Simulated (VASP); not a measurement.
Set up this calculation in VASP 6.6.1, as the native input.

- Task: relaxation of the atoms
- Functional: PBEsol
- Potentials or basis: VASP PAW PBE potentials, release 64 (Al)
- Cutoff: 320 eV
- k mesh: 6 × 6 × 6
- Occupations: fermi-dirac, width 0.05 eV
- Spin: no spin polarisation
- Further INCAR settings: ALGO = Normal; EDIFF = 1e-07; IBRION = 2; EDIFFG = -0.01; NSW = 40

The structure of Al (a cell with a defect) lies in POSCAR:

```
Al
1.0
    8.0280000000      0.0000000000      0.0000000000
    0.0000000000      8.0280000000      0.0000000000
    0.0000000000      0.0000000000      8.0280000000
Al
31
Direct
    0.0000000000      0.0000000000      0.5000000000
    0.0000000000      0.5000000000      0.0000000000
    0.0000000000      0.5000000000      0.5000000000
    0.5000000000      0.0000000000      0.0000000000
    0.5000000000      0.0000000000      0.5000000000
    0.5000000000      0.5000000000      0.0000000000
    0.5000000000      0.5000000000      0.5000000000
    0.0000000000      0.2500000000      0.2500000000
    0.0000000000      0.2500000000      0.7500000000
    0.0000000000      0.7500000000      0.2500000000
    0.0000000000      0.7500000000      0.7500000000
    0.5000000000      0.2500000000      0.2500000000
    0.5000000000      0.2500000000      0.7500000000
    0.5000000000      0.7500000000      0.2500000000
    0.5000000000      0.7500000000      0.7500000000
    0.2500000000      0.0000000000      0.2500000000
    0.2500000000      0.0000000000      0.7500000000
    0.2500000000      0.5000000000      0.2500000000
    0.2500000000      0.5000000000      0.7500000000
    0.7500000000      0.0000000000      0.2500000000
    0.7500000000      0.0000000000      0.7500000000
    0.7500000000      0.5000000000      0.2500000000
    0.7500000000      0.5000000000      0.7500000000
    0.2500000000      0.2500000000      0.0000000000
    0.2500000000      0.2500000000      0.5000000000
    0.2500000000      0.7500000000      0.0000000000
    0.2500000000      0.7500000000      0.5000000000
    0.7500000000      0.2500000000      0.0000000000
    0.7500000000      0.2500000000      0.5000000000
    0.7500000000      0.7500000000      0.0000000000
    0.7500000000      0.7500000000      0.5000000000
```

The cell was built by a generator and needn't be a form met in nature.

These files were run (other wordings do the same):

INCAR

```
SYSTEM = Al
PREC = Accurate
ENCUT = 320
EDIFF = 1E-7
ISMEAR = -1
SIGMA = 0.05
LREAL = .FALSE.
LASPH = .TRUE.
NELM = 100
ALGO = Normal
ISIF = 2
LWAVE = .FALSE.
LCHARG = .FALSE.
GGA = PS
IBRION = 2
NSW = 40
EDIFFG = -0.01
```

KPOINTS

```
regular mesh
0
G
  6 6 6
  0 0 0
```

Potentials or basis: VASP PAW PBE potentials, release 64 (Al).

Launch:

```sh
$ cat potpaw_PBE.64/Al/POTCAR > POTCAR
$ mpirun -np 1 vasp_std > vasp.out
```

It gave:

The energy gained by relaxing is 2.1 meV/atom and the ionic steps are 5. The pressure after relaxing is -0.6 GPa. The largest force after relaxing is 0.003 eV/Å. The band gap on the k mesh is none (metal or under the smearing width).

Caveat: the PAW data sets were made with another functional, which shifts forces and pressure a little.

Run time: 11 min on 1 thread of Intel(R) Xeon(R) 6975P-C (Granite Rapids), with other jobs on the host, peak memory 0.44 GiB.
